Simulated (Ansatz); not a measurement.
Method: DFT PBE+D3(BJ), scalar-relativistic, plane waves, PAW in Ansatz 0.2.0. Settings: cutoff 420 eV, Γ-centred meshes spaced at most about 0.3 Å⁻¹, and about 0.25 Å⁻¹ or finer for metals (2π included), Gaussian smearing. No spin polarisation.

Temperature and zero-point effects are left out. Both are relaxed sheets, periodic along a and b.

Compare these two cells of S, each relaxed at this level.

A.

```
CELL_PARAMETERS angstrom
2.35268 0.00000 0.00000
0.00000 2.35268 0.00000
0.00000 0.00000 30.73000
ATOMIC_POSITIONS crystal
S 0.50000 0.50000 0.23575
S 0.50000 0.50000 0.34999
```

B.

```
CELL_PARAMETERS angstrom
2.36687 0.00000 0.00000
0.00000 2.33530 0.00000
0.00000 0.00000 30.73000
ATOMIC_POSITIONS crystal
S 0.50000 0.50000 0.23541
S 0.00000 0.50000 0.35034
```

Question: Which would you expect to be lower, and how large is the difference?

Answer: They are level within the accuracy (under 1 meV/atom apart). A has layer group p4/mmm (No. 61), 2.8 Å²/atom and no gap on its mesh; B has layer group pmma (No. 41), 2.8 Å²/atom and no gap. In A, S at height 0.00 Å has 4 S at 2.35 Å. In B, S at height 0.00 Å has 4 S at 2.34–2.37 Å. Both come from invented guesses.

The k mesh leaves some 4 meV/atom of noise in the energy of each metallic cell. Cells relaxed within their symmetry can be saddle points.
